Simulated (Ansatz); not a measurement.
# Ni (P6_3/mmc) in Ansatz: convergence with smearing width

Aim: find how far smearing width must go before the results for Ni settle, at r2SCAN. This setting moves, with any that are tied to it; all else stays.

Program: Ansatz 0.2.0. These are calculated values, not measurements. Logs are shortened: lines on timing, memory, paths and dates and some standing lists are left out, and cuts for length are marked.

**1. The structure**

It takes space group P6_3/mmc (No. 194, hexagonal). Conventional cell: a = 2.448 Å, b = 2.448 Å, c = 4.073 Å, α = 90.00°, β = 90.00°, γ = 120.00°. Around Ni (site symmetry -6m2) lie 12 Ni at 2.45 to 2.48 Å.

This isn't the form of Ni at room conditions, which is fcc.

**2. With smearing width 0.3 eV**

Contents of input.yaml:

```yaml
crystal:
  lattice:
    - [2.4480228978, 0.0, 0.0]
    - [-1.2240114489, 2.1200500186, 0.0]
    - [0.0, 0.0, 4.07280757]
  atoms:
    - { symbol: Ni, position: [0.6666666667, 0.3333333333, 0.75], spin: 1.0 }
    - { symbol: Ni, position: [0.3333333333, 0.6666666667, 0.25], spin: 1.0 }
hamiltonian:
  xc: r2scan
  pseudopotentials: { kind: paw }
magnetization:
  spin_polarized: true
kpoints:
  mp_grid: { grid: [10, 10, 6] }
scf:
  occupations: { method: cold, width: 0.3 }
output:
  forces: true
  stress: true
  eigenvalues: true
```

Potentials or basis: Ansatz PAW.

Launch:

```
$ ansatz run input.yaml --threads 2 --pin off --max-ram 5632MiB --backend cpu --events-out ev --progress --plain --runs-dir out
```

What it wrote:

```text
Warning: RAYON_NUM_THREADS=2 ignored (pool sized by the plan → 2); use --threads N
Engine: ansatz 0.2.0, x86_64-unknown-linux-gnu
Pseudopotentials: kind: paw
Pseudopotential: Ni, paw, valence charge 18, recommended cutoff 500 eV (meta_gga), Ni.paw.azcp
Functional definition: r2SCAN
  parameter k0 = 0.174
  parameter k1 = 0.065
  parameter a1 = 4.9479
  exchange = r2scan_x(k0 = k0, k1 = k1, a1 = a1)
  correlation = r2scan_c
Crystal: 2 atoms, lattice volume = 21.138 Å³
Basis set: ecut = 500 eV, 549 PW (Γ), exchange–correlation on 72×72×120 points (64 copies of the dense FFT grid, shifted against one another)
Bands: 23, of which v1, the nominal top of the filled ones, is band 18 counted from 1 (17 counted from 0)
Symmetry: 24 space group operations
Space group: P63/mmc (ITA 194), of the structure as read, at distance tolerance 2.8e-5 Å
Magnetic group: BNS 194.263 (UNI 1493), of the structure as read, at distance tolerance 2.8e-5 Å
k-points: 56 of 600
Non-local potential: Ni, projectors of the file, l = 0: 3, l = 1: 2, l = 2: 3, l = 3: 1
PAW form: soft (Blöchl's): semilocal exchange-correlation on the pseudo side does not see the compensation charge
PAW frozen core: Ni, regenerated for the run's functional (the file was generated under x = pbe(κ = 0.804, μ = 0.2195149727645171), c = pbe(β = 0.06672455060314922))
PAW one-centre angular grid: Ni, 590 points (default); XC on 160 Gauss nodes
Initial density: superposition of atomic densities (chi_scale 0.1, normalization cell)
Starting moments: Σ|m| = 2 μB on 2 of 2 sites
Initial wavefunctions: pseudopotential atomic-orbital guess
Functional: x = r2scan, c = r2scan; τ floored in thin density (d = 2e-4 eV/Å³)
iter 1 solved again at ethr=1.96e-3 eV; its pass at ethr=3.10e-3 eV (dr2=7.04e-1 eV) is discarded
SCF iter   1: F=—  HF=-11688.916780 eV  |F-HF|=—  |Δ(HF+E_count)|=         —  Δρ=5.89e-2 (↑1.14e-2 ↓5.89e-2)  dr2=6.05e-1  dr2_τ=1.00e-2  dr2_m=1.41e-1  M=1.911 μB ∫|m|=2.076 μB  β_m=1.00  ethr=1.96e-3  ⟨swp⟩=3.1  Hψ=14616  notcnv=0
Mixer restart at iter 1: flushing history
preconditioner: auto → none  [metal: Δε(μ)=0.022 eV  Ē_g=10.268 eV  σ=0.300 eV  W_gap=0.04  n_scr=8 (ndim 8)  ℏωp=36.1 eV  f_vac=0.000  D(μ)=3.27/eV (n_scr^D=42)  sad-step TF]
SCF iter   2: F=—  HF=-11688.673519 eV  |F-HF|=—  |Δ(HF+E_count)|=   2.43e-1  Δρ=1.34e-2 (↑8.77e-3 ↓1.34e-2)  dr2=2.34e-2  dr2_τ=1.26e-3  dr2_m=4.29e-3  M=1.777 μB ∫|m|=2.052 μB  β_m=1.00  ethr=1.68e-3  ⟨swp⟩=3.7  Hψ=4913  notcnv=0  κ⁻¹=1.0e0(r=1)
SCF iter   3: F=—  HF=-11689.346782 eV  |F-HF|=—  |Δ(HF+E_count)|=         —  Δρ=2.15e-2 (↑6.90e-3 ↓2.15e-2)  dr2=5.58e-2  dr2_τ=3.48e-4  dr2_m=1.58e-2  M=1.648 μB ∫|m|=1.963 μB  β_m=1.00  ethr=6.49e-5  ⟨swp⟩=2.1  Hψ=5510  notcnv=0  defer=2
Mixer restart at iter 3: flushing history
SCF iter   4: F=—  HF=-11689.851704 eV  |F-HF|=—  |Δ(HF+E_count)|=   5.05e-1  Δρ=1.13e-2 (↑5.71e-3 ↓1.13e-2)  dr2=2.51e-2  dr2_τ=2.66e-4  dr2_m=1.92e-3  M=1.602 μB ∫|m|=1.935 μB  β_m=1.00  ethr=6.49e-5  ⟨swp⟩=2.0  Hψ=5168  notcnv=0  defer=19  κ⁻¹=1.0e0(r=1)
SCF iter   5: F=—  HF=-11690.372369 eV  |F-HF|=—  |Δ(HF+E_count)|=   5.21e-1  Δρ=1.05e-2 (↑4.31e-3 ↓1.05e-2)  dr2=2.76e-2  dr2_τ=4.74e-5  dr2_m=2.03e-3  M=1.514 μB ∫|m|=1.863 μB  β_m=1.00  ethr=6.49e-5  ⟨swp⟩=2.0  Hψ=5204  notcnv=0  defer=19  κ⁻¹=2.1e-1(r=2)
SCF iter   6: F=—  HF=-11690.281381 eV  |F-HF|=—  |Δ(HF+E_count)|=   9.10e-2  Δρ=1.21e-2 (↑5.05e-3 ↓1.21e-2)  dr2=3.51e-2  dr2_τ=6.01e-5  dr2_m=2.70e-3  M=1.532 μB ∫|m|=1.880 μB  β_m=1.00  ethr=6.49e-5  ⟨swp⟩=1.1  Hψ=2806  notcnv=0  defer=19  κ⁻¹=1.0e-2(r=3)
SCF iter   7: F=—  HF=-11690.515416 eV  |F-HF|=—  |Δ(HF+E_count)|=   2.34e-1  Δρ=6.85e-3 (↑2.71e-3 ↓6.85e-3)  dr2=1.13e-2  dr2_τ=1.23e-5  dr2_m=9.55e-4  M=1.472 μB ∫|m|=1.805 μB  β_m=1.00  ethr=6.49e-5  ⟨swp⟩=2.2  Hψ=4258  notcnv=0  defer=19  κ⁻¹=2.8e-4(r=4)
[... 8 lines left out ...]
SCF iter  14: F=—  HF=-11690.507516 eV  |F-HF|=—  |Δ(HF+E_count)|=   2.19e-4  S|Δr|=    0.00e0  Δρ=2.61e-4 (↑1.81e-4 ↓2.61e-4)  dr2=5.47e-6  dr2_τ=1.19e-7  dr2_m=3.57e-7  M=1.440 μB ∫|m|=1.766 μB  β_m=1.20  ethr=4.56e-8  ⟨swp⟩=2.0  Hψ=4618  notcnv=0  defer=21  κ⁻¹=1.3e-4(r=4)
SCF iter  15: F=—  HF=-11690.507573 eV  |F-HF|=—  |Δ(HF+E_count)|=   5.73e-5  S|Δr|=    0.00e0  Δρ=2.04e-4 (↑8.98e-5 ↓2.04e-4)  dr2=9.67e-6  dr2_τ=2.06e-8  dr2_m=7.64e-7  M=1.440 μB ∫|m|=1.769 μB  β_m=1.20  ethr=1.52e-8  ⟨swp⟩=2.3  Hψ=4700  notcnv=0  defer=21  κ⁻¹=4.3e-5(r=5)
SCF iter  16: F=—  HF=-11690.507597 eV  |F-HF|=—  |Δ(HF+E_count)|=   2.42e-5  S|Δr|=    0.00e0  Δρ=6.21e-5 (↑1.38e-5 ↓6.21e-5)  dr2=4.68e-7  dr2_τ=1.39e-9  dr2_m=1.92e-7  M=1.439 μB ∫|m|=1.768 μB  β_m=1.20  ethr=1.52e-8  ⟨swp⟩=2.0  Hψ=4558  notcnv=0  defer=21  κ⁻¹=2.7e-5(r=6)
SCF iter  17: F=—  HF=-11690.507604 eV  |F-HF|=—  |Δ(HF+E_count)|=   6.73e-6  S|Δr|=    0.00e0  Δρ=2.59e-5 (↑1.35e-5 ↓2.59e-5)  dr2=2.43e-8  dr2_τ=1.87e-10  dr2_m=7.23e-8  M=1.439 μB ∫|m|=1.767 μB  β_m=1.20  ethr=2.78e-10  ⟨swp⟩=5.4  Hψ=13519  notcnv=0  κ⁻¹=5.5e-6(r=7)
SCF iter  18: F=—  HF=-11690.507607 eV  |F-HF|=—  |Δ(HF+E_count)|=   3.10e-6  S|Δr|=    0.00e0  Δρ=1.47e-5 (↑1.14e-5 ↓1.47e-5)  dr2=3.51e-9  dr2_τ=7.42e-11  dr2_m=3.21e-8  M=1.439 μB ∫|m|=1.767 μB  β_m=1.20  ethr=6.76e-11  ⟨swp⟩=5.1  Hψ=10626  notcnv=0  κ⁻¹=5.7e-7(r=8)
SCF iter  19: F=—  HF=-11690.507609 eV  |F-HF|=—  |Δ(HF+E_count)|=   2.24e-6  S|Δr|=    0.00e0  Δρ=4.77e-6 (↑4.77e-6 ↓3.16e-6)  dr2=6.22e-10  dr2_τ=9.03e-12  dr2_m=2.86e-9  M=1.439 μB ∫|m|=1.766 μB  β_m=1.20  ethr=9.75e-12  ⟨swp⟩=5.9  Hψ=12290  notcnv=0  κ⁻¹=1.3e-6(r=8)
SCF iter  20: F=-11690.507610 eV  HF=-11690.507610 eV  |F-HF|=3.52e-8  |Δ(HF+E_count)|=   2.09e-7  S|Δr|=    0.00e0  Δρ=1.91e-6 (↑1.91e-6 ↓1.53e-6)  dr2=9.00e-11  dr2_τ=1.98e-12  dr2_m=5.08e-10  M=1.438 μB ∫|m|=1.766 μB  ethr=1.73e-12  ⟨swp⟩=4.2  Hψ=9146  notcnv=0
SCF 1 converged in 20 iterations: F = -11690.507610 eV  dr2 = 9.00e-11
this state was not tested for a lower state beside it, because cold or Methfessel-Paxton smearing, or corrected tetrahedra, fill the levels in a way that the test cannot read (fill_not_monotonic; see scf.lower_state_search)
SCF converged after 20 iterations
Magnetization: 1.4385 μB (18.7192 up, 17.2808 down)
Absolute magnetization: 1.7683 μB (∫|ρ↑−ρ↓|, with the PAW one-centre terms)
Spin contamination: 0.0345 ħ² per cell (⟨S²⟩ above its minimum at these occupations)
Per-site moments (μB) at R_I (Å): [(0.7866815404261993, 1.0098094453565998), (0.7866815404261993, 1.0098094453565998)]
Free energy (F): -11690.507610 eV
Harris-Foulkes:  -11690.507610 eV  (|F-HF|=3.52e-8)
Internal energy: -11690.491972 eV  (E = F + TS)
E sigma→0 (E₀):  -11690.502397 eV
Entropy (-TS):   -0.015638 eV (-7.819 meV/atom)
Fermi energy:    18.771397 eV
--- Per-component energies (eV) ---
  E_band       = -598.341800
  E_kinetic    = 564.616983
  E_local      = -6792.850242  (includes V_loc(G=0)·N_el)
  E_nonlocal   = 1280.948046
  E_hartree    = 2843.462845
  E_xc         = -157.758898
  E_vxc        = -234.237140  (∫ρ·V_xc dr)
  E_paw        = -3288.437286  (= ΣΔE_a)
  E_vpaw       = -1121.122602  (= ΣTr[D̂ρ^β])
  E_aug_tail   = 0.000475  (compensation charges beyond the density's cutoff)
  E_vtau       = 17.376546  (kinetic-family band-sum trace: ∫τ·v_τ [+ j·A + Jᵃ·Aᵃ] dr)
  E_ewald      = -6139.873759
  E_core_change = -0.600137  (= ΣΔE_core)
  E_smearing   = -0.015638  (= −TS)
  E_closure    = -0.000000  (closes the sum)
  Σ components = -11690.507610   (vs F -11690.507610, Δ=0.00e0)
--- Forces (eV/Å), atoms counted from 1 ---
  atom   1  Ni     0.00000000    -0.00000000     0.00000000
  atom   2  Ni     0.00000000     0.00000000     0.00000000
  max |Σ_I F_I| component: 4.63e-18 eV/Å
--- Stress (GPa, compression-positive) ---
       -0.479546       0.000000       0.000000
        0.000000      -0.479546       0.000000
        0.000000       0.000000      -2.024517
  P = ⅓ Tr σ = -0.9945 GPa (-9.945 kbar)
--- Band table (eV; the first three rows and the last of 112) ---
  k-point 0 ↑: bands = ["-88.9909", "-88.9552", "-47.9479", "-47.8041", "-47.8041", "-47.7726", "-47.7726", "-47.7141", "9.0403", "13.2640", "15.6849", "15.8816", "15.8816", "16.1460", "16.1460", "16.7259", "16.7259", "17.6724", "17.6724", "18.0131", "24.3102", "42.3959", "44.7599"]
  k-point 1 ↑: bands = ["-88.9885", "-88.9576", "-47.9324", "-47.8020", "-47.8020", "-47.7747", "-47.7747", "-47.7299", "9.3201", "13.1449", "15.6252", "15.8470", "15.8470", "16.0927", "16.0927", "16.8438", "16.8438", "17.0395", "17.6473", "17.6473", "25.9161", "41.8071", "42.6501"]
  k-point 2 ↑: bands = ["-88.9820", "-88.9642", "-47.8899", "-47.7963", "-47.7963", "-47.7805", "-47.7805", "-47.7730", "10.1281", "12.5425", "15.4870", "15.7984", "15.8167", "15.8167", "15.9719", "15.9719", "17.1004", "17.1004", "17.5517", "17.5517", "29.2728", "37.6215", "42.6821"]
  k-point 55 ↓: bands = ["-87.6368", "-87.6368", "-46.6795", "-46.6795", "-46.6215", "-46.6215", "-46.5078", "-46.5078", "15.1560", "15.1560", "15.8035", "15.8035", "16.2639", "16.2639", "17.6187", "17.6187", "18.9927", "18.9927", "23.6556", "23.6556", "27.2022", "27.2022", "29.1202"]
```

Run time: 46 s. Hardware: 2 threads of Intel Xeon at 2.50GHz (Skylake/Cascade Lake), shared host; peak memory 0.4 GiB.

What came out:

| Property | Result |
| --- | --- |
| Free energy | -11690.5076 eV |
| Pressure | -1.0 GPa |
| Band gap on the k mesh | none (metal or under the smearing width) |
| Net moment | 1.44 μB per cell |
| Absolute moment | 1.77 μB per cell |
| Site moments | Ni +0.79 μB |

**3. With smearing width 0.2 eV**

Edit input.yaml of step 2 so:

```diff
@@ -16,3 +16,3 @@
 scf:
-  occupations: { method: cold, width: 0.3 }
+  occupations: { method: cold, width: 0.2 }
 output:
```

Potentials or basis: Ansatz PAW.

Launch:

```
$ ansatz run input.yaml --threads 2 --pin off --max-ram 5632MiB --backend cpu --events-out ev --progress --plain --runs-dir out
```

Wall time 46 s (2 threads of Intel Xeon at 2.50GHz (Skylake/Cascade Lake), shared host); peak memory 0.4 GiB.

Results:

- Free energy: -11690.5041 eV
- Pressure: -0.9 GPa
- Band gap on the k mesh: none (metal or under the smearing width)
- Net moment: 1.41 μB per cell
- Absolute moment: 1.74 μB per cell
- Site moments: Ni +0.77 μB

**4. With smearing width 0.15 eV**

Edit input.yaml of step 3 so:

```diff
@@ -16,3 +16,3 @@
 scf:
-  occupations: { method: cold, width: 0.2 }
+  occupations: { method: cold, width: 0.15 }
 output:
```

Launch:

```
$ ansatz run input.yaml --threads 2 --pin off --max-ram 5632MiB --backend cpu --events-out ev --progress --plain --runs-dir out
```

It took 41 s on 2 threads of Intel Xeon at 2.50GHz (Skylake/Cascade Lake), shared host; peak memory 0.4 GiB.

Results:

```yaml
Free_energy: -11690.5040 eV
Pressure: -0.8 GPa
Band_gap_on_the_k_mesh: none (metal or under the smearing width)
Net_moment: 1.40 μB per cell
Absolute_moment: 1.73 μB per cell
Site_moments: Ni +0.77 μB
```

**5. With smearing width 0.1 eV**

Edit input.yaml of step 4 so:

```diff
@@ -16,3 +16,3 @@
 scf:
-  occupations: { method: cold, width: 0.15 }
+  occupations: { method: cold, width: 0.1 }
 output:
```

Launch:

```
$ ansatz run input.yaml --threads 2 --pin off --max-ram 5632MiB --backend cpu --events-out ev --progress --plain --runs-dir out
```

It took 45 s on 2 threads of Intel Xeon at 2.50GHz (Skylake/Cascade Lake), shared host; peak memory 0.4 GiB.

Results:

```yaml
Free_energy: -11690.5049 eV
Pressure: -0.7 GPa
Band_gap_on_the_k_mesh: none (metal or under the smearing width)
Net_moment: 1.39 μB per cell
Absolute_moment: 1.72 μB per cell
Site_moments: Ni +0.76 μB
```

**6. With smearing width 0.05 eV**

Edit input.yaml of step 5 so:

```diff
@@ -16,3 +16,3 @@
 scf:
-  occupations: { method: cold, width: 0.1 }
+  occupations: { method: cold, width: 0.05 }
 output:
```

Potentials or basis: Ansatz PAW.

Launch:

```
$ ansatz run input.yaml --threads 2 --pin off --max-ram 5632MiB --backend cpu --events-out ev --progress --plain --runs-dir out
```

It took 52 s on 2 threads of Intel Xeon at 2.50GHz (Skylake/Cascade Lake), shared host; peak memory 0.4 GiB.

It converged, with:

* Free energy: -11690.5060 eV
* Pressure: -0.5 GPa
* Band gap on the k mesh: none (metal or under the smearing width)
* Net moment: 1.38 μB per cell
* Absolute moment: 1.72 μB per cell
* Site moments: Ni +0.76 μB

**7. With smearing width 0.025 eV**

Edit input.yaml of step 6 so:

```diff
@@ -16,3 +16,3 @@
 scf:
-  occupations: { method: cold, width: 0.05 }
+  occupations: { method: cold, width: 0.025 }
 output:
```

Launch:

```
$ ansatz run input.yaml --threads 2 --pin off --max-ram 5632MiB --backend cpu --events-out ev --progress --plain --runs-dir out
```

Wall time 98 s (2 threads of Intel Xeon at 2.50GHz (Skylake/Cascade Lake), shared host); peak memory 0.42 GiB.

The run converged. Its results:

- Free energy: -11690.5064 eV
- Pressure: -0.4 GPa
- Band gap on the k mesh: none (metal or under the smearing width)
- Net moment: 1.40 μB per cell
- Absolute moment: 1.73 μB per cell
- Site moments: Ni +0.77 μB

**8. With smearing width 0.01 eV**

Edit input.yaml of step 7 so:

```diff
@@ -16,3 +16,3 @@
 scf:
-  occupations: { method: cold, width: 0.025 }
+  occupations: { method: cold, width: 0.01 }
 output:
```

Launch:

```
$ ansatz run input.yaml --threads 2 --pin off --max-ram 5632MiB --backend cpu --events-out ev --progress --plain --runs-dir out
```

Run time: 27 s. Hardware: 2 threads of Intel Xeon at 2.50GHz (Skylake/Cascade Lake), shared host; peak memory 0.4 GiB.

It converged, with:

```yaml
Free_energy: -11690.5065 eV
Pressure: -0.4 GPa
Band_gap_on_the_k_mesh: none (metal or under the smearing width)
Net_moment: 1.40 μB per cell
Absolute_moment: 1.74 μB per cell
Site_moments: Ni +0.77 μB
```

**9. With smearing width 0.005 eV**

Edit input.yaml of step 8 so:

```diff
@@ -16,3 +16,3 @@
 scf:
-  occupations: { method: cold, width: 0.01 }
+  occupations: { method: cold, width: 0.005 }
 output:
```

Potentials or basis: Ansatz PAW.

Launch:

```
$ ansatz run input.yaml --threads 2 --pin off --max-ram 5632MiB --backend cpu --events-out ev --progress --plain --runs-dir out
```

Wall time 24 s (2 threads of Intel Xeon at 2.50GHz (Skylake/Cascade Lake), shared host); peak memory 0.4 GiB.

Results (log left out):

```yaml
Free_energy: -11690.5065 eV
Pressure: -0.4 GPa
Band_gap_on_the_k_mesh: none (metal or under the smearing width)
Net_moment: 1.40 μB per cell
Absolute_moment: 1.74 μB per cell
Site_moments: Ni +0.77 μB
```

**10. Result**

```tsv
smearing width	energy less the tightest run, at zero smearing (meV/atom)	pressure (GPa)	absolute moment (μB)	SCF cycles	CPU time (s)	peak memory (GiB)
0.3 eV	2.05	-0.99	1.77	20	35	0.4
0.2 eV	1.64	-0.91	1.74	21	36	0.4
0.15 eV	0.96	-0.78	1.73	21	34	0.4
0.1 eV	0.40	-0.66	1.72	21	36	0.4
0.05 eV	0.04	-0.55	1.72	24	41	0.4
0.025 eV	0.02	-0.44	1.73	74	92	0.42
0.01 eV	0.00	-0.40	1.74	28	46	0.4
0.005 eV	0.00	-0.41	1.74	24	41	0.4
```

Against the tightest run, the energy stays within 1 meV/atom from 0.15 eV on; the pressure stays within 0.1 GPa from 0.025 eV on; the absolute moment stays within 0.02 μB from 0.2 eV on. Narrower smearing needs a denser k mesh, so at a fixed mesh the narrowest width isn't the most accurate. The tightest run that finished is the yardstick and may itself not be fully converged.

Caveats: the magnetic or orbital state may not be the lowest; the PAW data sets come from PBE, with cores solved anew for the run's functional, which leaves a small shift of forces and pressure.
